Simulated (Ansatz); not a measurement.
Take BeO in the wurtzite structure (space group P6_3mc, No. 186) as the base.

```
CELL_PARAMETERS angstrom
      2.71181     0.00000     0.00000
     -1.35591     2.34850     0.00000
      0.00000     0.00000     4.40456
ATOMIC_POSITIONS crystal
  Be 0.66667 0.33333 0.00149
  Be 0.33333 0.66667 0.50149
  O  0.66667 0.33333 0.62371
  O  0.33333 0.66667 0.12371
```

Calculations: PBE (Ansatz, an electronic-structure program; PAW; 420 eV plane waves; no spin-orbit coupling).

Base values:

The electron mass is 0.53 mₑ along c, 0.60 mₑ across (at Γ).

Modification: the cell is scaled by 0.9871 in all directions, atoms relaxed at fixed cell.

Task: What happens to the mean gap deformation potential ΔEg/Δln V, energy relative to the base and electron mass?

Result: The mean gap deformation potential ΔEg/Δln V comes out as -10.4 eV; the energy goes up by 7.1 meV/atom; the electron mass becomes 0.55 mₑ along c, 0.64 mₑ across (at Γ) (base: 0.53 mₑ along c, 0.60 mₑ across (at Γ)).

The cells carry an imposed strain or load. Masses are band curvatures over ±0.01 Å⁻¹ around the edge. Whether these cells are dynamically stable was not tested.
